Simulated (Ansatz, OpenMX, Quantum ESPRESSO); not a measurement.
## AlNi: 4 runs at one level of theory

```
Ni Al
1.0
     2.88100    0.00000    0.00000
     0.00000    2.88100    0.00000
     0.00000    0.00000    2.88100
Ni Al
1 1
Direct
  0.50000 0.50000 0.50000
  0.00000 0.00000 0.00000
```

Alike in all runs: task band structure; functional PBE; k mesh 9 × 9 × 9; occupations fermi-dirac, width 0.05 eV; collinear spin, ferromagnetic start; no spin-orbit coupling. Pressure is positive in compression and, in plane waves, holds the error of the finite cutoff.

| program and potentials | plane-wave cutoff (eV) | notes | pressure (GPa) | net moment per atom (μB) |
| --- | --- | --- | --- | --- |
| OpenMX, OpenMX 2013 PBE set, Ni6.0H-s3p2d2f1, Al7.0-s3p2d2, grid cutoff 500 Ry | - | atomic basis | 1.98 | 0.00 |
| Ansatz, all-electron LAPW, scalar-relativistic | - | - | 1.91 | 0.00 |
| OpenMX, OpenMX 2013 PBE set, Ni6.0H-s3p2d2, Al7.0-s2p2d1, grid cutoff 500 Ry | - | atomic basis | 3.61 | 0.00 |
| Quantum ESPRESSO, PseudoDojo 0.4.1 SR PBE standard | 1333 | - | 1.82 | 0.00 |

The pressure spans 1.82 (Quantum ESPRESSO, PseudoDojo 0.4.1 SR PBE standard) to 3.61 GPa (OpenMX, OpenMX 2013 PBE set, Ni6.0H-s3p2d2, Al7.0-s2p2d1, grid cutoff 500 Ry), with all-electron results at 1.91. All agree on the net moment per atom. The state is the one that the start led to, which needn't be the lowest. The pressure on the cell as given of OpenMX, OpenMX 2013 PBE set, Ni6.0H-s3p2d2, Al7.0-s2p2d1, grid cutoff 500 Ry lies far from the others; the cause wasn't traced. Rows in atomic bases carry the error of their basis and grid, which can be large.

Differences between rows come from potentials, basis sets and numerical settings, since the functional is the same but for its coding. Runs on potential files found faulty are left out.
